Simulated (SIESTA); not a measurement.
The system is GaSb.

```
CELL_PARAMETERS angstrom
0.00000 3.05900 3.05900
3.05900 0.00000 3.05900
3.05900 3.05900 0.00000
ATOMIC_POSITIONS crystal
Sb 0.75000 0.75000 0.75000
Ga 0.00000 0.00000 0.00000
```

Base run:

| Quantity | Value |
| --- | --- |
| Program | SIESTA 5.4.2 |
| Functional | WC |
| Potentials or basis | PseudoDojo 0.4 standard (PBEsol files) |
| Basis | DZP (energy shift 0.003 Ry; two zetas on semicore shells) |
| Grid cutoff | 800 Ry |
| Energy shift | 0.003 Ry |
| k mesh | 8 × 8 × 8 |
| Occupations | fermi-dirac, width 0.05 eV |
| Spin | no spin polarisation |

Its results: band gap on the k mesh none (metal or under the smearing width); pressure 0.2 GPa.

**Question.** After a change of settings the same cell gave: band gap on the k mesh none (metal or under the smearing width); pressure -1.6 GPa. Which change was it?
A. functional from WC to PBEsol
B. functional from WC to LDA; potentials or basis from PseudoDojo 0.4 standard (PBEsol files) to PseudoDojo 0.4 standard (LDA files)
C. functional from WC to revPBE; potentials or basis from PseudoDojo 0.4 standard (PBEsol files) to PseudoDojo 0.4 standard (PBE files)
D. functional from WC to AM05

**Answer.** B.

Caveats: the basis of atomic orbitals isn't converged, which shifts pressures, moduli and gaps; the potentials were made for another functional, which shifts forces and pressure (some runs).

Runs at the PBE level aren't shown here.
